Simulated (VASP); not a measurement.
**SiC: relaxation of the atoms with PBE+D3(BJ)**

SiC:

```
Si C
1.0
     0.00000    1.96939    1.96939
     1.96939    0.00000    1.96939
     1.96939    1.96939    0.00000
Si C
1 1
Direct
  0.00000 0.00000 0.00000
  0.50000 0.50000 0.50000
```

The cell was built by a generator and needn't be a form met in nature.

The cell isn't the ideal one: a relaxed cell with its volume scaled by 0.94.

```
Program                : VASP 6.6.1
Task                   : relaxation of the atoms
Functional             : PBE
Dispersion             : D3(BJ)
Potentials or basis    : VASP PAW PBE potentials, release 64 (Si, C)
Cutoff                 : 600 eV
k mesh                 : 12 × 12 × 12
Occupations            : gaussian, width 0.03 eV
Spin                   : no spin polarisation
Further INCAR settings : ALGO = Fast; EDIFF = 1e-07; IBRION = 2; EDIFFG = -0.01; NSW = 40
```

```
Pressure after relaxing    : 17.5 GPa
Band gap on the k mesh     : none (metal or under the smearing width)
Dispersion energy per atom : -0.406 eV
```

Final structure:
```
Si C
1.0
     0.00000    1.96939    1.96939
     1.96939    0.00000    1.96939
     1.96939    1.96939    0.00000
Si C
1 1
Cartesian
  0.0000 0.0000 0.0000
  1.9694 1.9694 1.9694
```

Levels at points of the mesh, in eV from the Fermi level:
| k point | band 2 | band 3 | band 4 | band 5 | band 6 | band 7 |
| --- | --- | --- | --- | --- | --- | --- |
| (0.00, 0.00, 0.00) | -0.03 | -0.03 | -0.03 | 8.93 | 8.93 | 8.93 |
| (0.50, 0.00, 0.00) | -12.26 | -1.31 | -1.31 | 5.61 | 5.61 | 6.41 |
| (0.50, 0.50, 0.00) | -10.62 | -4.68 | -4.68 | -0.41 | 2.11 | 16.04 |

Run time: 7.1 s on 1 thread of Intel(R) Xeon(R) 6975P-C (Granite Rapids) (shared host), peak memory 0.14 GiB.

Caveat: the relaxation stopped at its first step, so nothing moved; pairwise dispersion overbinds metals, which lowers pressure and volume.
